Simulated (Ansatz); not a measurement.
# PbO2: the cost of one run

The runs shown are made with Ansatz 0.2.0. PAW datasets, plane waves. All values are calculated for a non-magnetic cell, which may be hypothetical.

### Step 1. The system as given

The cell was relaxed beforehand with r2SCAN.

It is tetragonal, I4_1/amd (No. 141); a = 4.228 Å, c = 10.741 Å in the conventional setting, 16.00 Å³ an atom. Around Pb lie 6 O at 2.17–2.18 Å; around O lie 3 Pb at 2.17–2.18 Å.

The structure in full:

```cif
data_structure
_symmetry_space_group_name_H-M 'I4_1/amd:1'
_symmetry_Int_Tables_number 141
_cell_length_a 4.2284
_cell_length_b 4.2284
_cell_length_c 10.7414
_cell_angle_alpha 90.000
_cell_angle_beta 90.000
_cell_angle_gamma 90.000
_cell_volume 192.05
loop_
_atom_site_label
_atom_site_type_symbol
_atom_site_symmetry_multiplicity
_atom_site_Wyckoff_symbol
_atom_site_fract_x
_atom_site_fract_y
_atom_site_fract_z
_atom_site_occupancy
Pb1 Pb 4 a 0.00000 0.50000 0.25000 1
O1 O 8 e 0.00000 0.50000 0.04790 1
```

### Step 2. Band structure with PBE

input.yaml reads:

```yaml
crystal:
  lattice:
    - [-2.114196313, 2.114196313, 5.3707170953]
    - [2.114196313, -2.114196313, 5.3707170953]
    - [2.114196313, 2.114196313, -5.3707170953]
  atoms:
    - { symbol: Pb, position: [0.75, 0.25, 0.5] }
    - { symbol: Pb, position: [0.0, 0.0, 0.0] }
    - { symbol: O, position: [0.5479048298, 0.0479048298, 0.5] }
    - { symbol: O, position: [0.7979048298, 0.7979048298, 0.0] }
    - { symbol: O, position: [0.2020951702, 0.2020951702, 0.0] }
    - { symbol: O, position: [0.9520951702, 0.4520951702, 0.5] }
kpoints:
  mp_grid: { grid: [8, 8, 8] }
  band_path:
    path:
      - [[0.0, 0.0, 0.0], [2.344130889654e-18, -2.344130889654e-18, 0.5], [0.25, 0.25, 0.25], [-8.676233249125e-18, 0.5, 8.676233249125e-18], [0.0, 0.0, 0.0], [0.5, 0.5, -0.5], [0.2887405764143, 0.7112594235857, -0.2887405764143]]
      - [[-0.2887405764143, 0.2887405764143, 0.2887405764143], [0.0, 0.0, 0.0]]
      - [[2.344130889654e-18, -2.344130889654e-18, 0.5], [-0.07748115282868, 0.07748115282868, 0.5]]
      - [[0.5, 0.5, -0.07748115282868], [0.5, 0.5, -0.5]]
    npoints: 10
hamiltonian:
  xc: pbe
scf:
  occupations: { method: fermi_dirac, width: 0.02 }
  n_extra_bands: 5
output:
  forces: true
  stress: true
  eigenvalues: true
```

Started as:

```console
ansatz run input.yaml --threads 2 --pin off --max-ram 29491MiB --backend cpu --events-out ev --progress --plain --runs-dir out
```

**Question.** How long does this run take on 2 threads of AMD EPYC 7R13 (Zen 3), shared host, and how much memory does it need?

About 5.7 s, with a peak of 0.57 GiB.
